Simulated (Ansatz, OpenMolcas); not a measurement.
## Computed against measured: atomisation enthalpy at 298 K

8 molecules, all hydrocarbons; the atomisation enthalpy at 298 K in kJ/mol, computed less measured. Shapes, held fixed at every level: PBE0-D4/def2-TZVP. Flexible molecules stand in one conformer, not always the lowest. Thermal terms are harmonic and unscaled (PBE0-D4/def2-TZVP); the spin-orbit lowering of the free atoms is taken from their spectra. Programs: Ansatz 0.2.0, OpenMolcas 26.06. Measured values: Active Thermochemical Tables.

Levels: A = HF/3-21G; B = HF/def2-TZVPP; C = SPW92/def2-TZVPP; D = PBE0-D4/def2-TZVPP; E = MP2/def2-SVP.

```tsv
molecule	from tabulated heats	A	B	C	D	E
C2H2 (acetylene)	1641	-540	-469	+226	-4	-47
CH4 (methane)	1663	-419	-388	+174	-10	-85
C2H4 (ethylene)	2253	-645	-569	+285	+3	-91
C2H6 (ethane)	2826	-741	-679	+338	+2	-120
C3H6 (cyclopropane)	3405	-1002	-875	+478	+31	-112
C4H6 (2-butyne)	4030	-1184	-1054	+573	+31	-116
C4H6 (SMILES C1=CCC1)	4019	-1238	-1075	+594	+42	-121
C4H8 (1-butene)	4612	-1298	-1163	+618	+26	-162
```

Q: Which level does best on this set, which worst, and which err to one side?

A: 
| level | kind | mean error | mean absolute error | worst case |
| --- | --- | --- | --- | --- |
| HF/3-21G | Hartree–Fock | -883.4 | 883.4 | C4H8 |
| HF/def2-TZVPP | Hartree–Fock | -784.0 | 784.0 | C4H8 |
| SPW92/def2-TZVPP | LDA | +410.8 | 410.8 | C4H8 |
| PBE0-D4/def2-TZVPP | global hybrid | +15.1 | 18.6 | C4H6 (cyclobutene) |
| MP2/def2-SVP | perturbation theory | -106.8 | 106.8 | C4H8 |

On this set PBE0-D4/def2-TZVPP has the smallest mean absolute error and HF/3-21G the largest. HF/3-21G is too low in 8 of 8; HF/def2-TZVPP is too low in 8 of 8; SPW92/def2-TZVPP is too high in 8 of 8; PBE0-D4/def2-TZVPP is too high in 6 of 8; MP2/def2-SVP is too low in 8 of 8. For HF/3-21G and HF/def2-TZVPP and SPW92/def2-TZVPP and MP2/def2-SVP the error grows with the size of the molecule. Hartree–Fock lacks correlation and underbinds. Rows in very small basis sets show the basis more than the method. Correlated wave functions converge slowly with the basis. The set is small.
